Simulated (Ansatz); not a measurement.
The system is In.

```xyz
1
Lattice="-1.8825 1.8825 1.8825 1.8825 -1.8825 1.8825 1.8825 1.8825 -1.8825" Properties=species:S:1:pos:R:3 pbc="T T T"
In    0.0000    0.0000    0.0000
```

This isn't the form of In at room conditions, which is tetragonal.

Program: Ansatz 0.2.0. Alike in all runs: potentials or basis Ansatz PAW; cell as given.

Task: Order these runs on this cell by their pressure, lowest first.
A. level rPW86-PBE; spin non-collinear, ferromagnetic start, SOC; k mesh 10 × 10 × 10; cutoff (eV) 420; smearing gaussian 0.05 eV; points for each segment of the path 14; mesh quality not flagged
B. level exchange-only PBE; spin off; k mesh 10 × 10 × 10; cutoff (eV) 420; smearing cold 0.025 eV; other keys accuracy = medium; basis.ecutrho_ratio = 6; magnetization = left out; mesh quality not flagged
C. level PBE0; spin SOC, no magnetisation; k mesh 6 × 6 × 6; cutoff (eV) 700; smearing gaussian 0.02 eV; other keys basis.ecutwfc = 700 eV; mesh quality coarse
D. level rPW86-PBE+D4; spin off; k mesh 10 × 10 × 10; cutoff (eV) 420; smearing gaussian 0.01 eV; other keys basis.ecutrho_ratio = 12; mesh quality not flagged

Result: C (-0.7 GPa), D (2.5 GPa), A (4.7 GPa), B (11.3 GPa).

Caveats: some runs use coarse meshes; the PAW data sets come from PBE, with cores solved anew for the run's functional, which leaves a small shift of forces and pressure; the thresholds are loose for stress (some runs); pairwise dispersion overbinds metals, which lowers pressure and volume (some runs); the starting moments weren't kept (some runs).
